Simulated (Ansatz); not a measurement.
Piezoelectric tensor of AlAs at 3 GPa (stress–strain coefficients)

Computed with Ansatz 0.2.0, DFT LDA, scalar-relativistic, plane waves, PAW. Cutoff 420 eV, 8×8×8 k-points (Γ-centred), fixed occupations. No spin polarisation.

The cell, relaxed at 3 GPa:
```xyz
2
Lattice="0.0000 2.7803 2.7803 2.7803 0.0000 2.7803 2.7803 2.7803 0.0000" Properties=species:S:1:pos:R:3 pbc="T T T"
Al    0.0000    0.0000    0.0000
As    4.1704    4.1704    4.1704
```

Q: Give the relaxed-ion proper piezoelectric stress tensor e_iJ (C/m², Voigt columns xx yy zz yz xz xy).

A:
```
x    0.000  0.000  0.000 -0.046  0.000  0.000
y    0.000  0.000  0.000  0.000 -0.046  0.000
z    0.000  0.000  0.000  0.000  0.000 -0.046
```
Signs follow the orientation of the cell as given.

Q: With the elastic constants (GPa, Voigt order)
C11 = 124.1, C12 = 70.0, C13 = 70.0, C22 = 124.1, C23 = 70.0, C33 = 124.1, C44 = 55.0, C55 = 55.0, C66 = 55.0 GPa; the others vanish.
find the strain coefficients d = e·C⁻¹ (pC/N).

A:
```
x    0.00  0.00  0.00 -0.83  0.00  0.00
y    0.00  0.00  0.00  0.00 -0.83  0.00
z    0.00  0.00  0.00  0.00  0.00 -0.83
```

Cost: 1 run of about 0.86 core-minutes, on Intel Xeon Platinum 8488C (Sapphire Rapids) (shared hosts).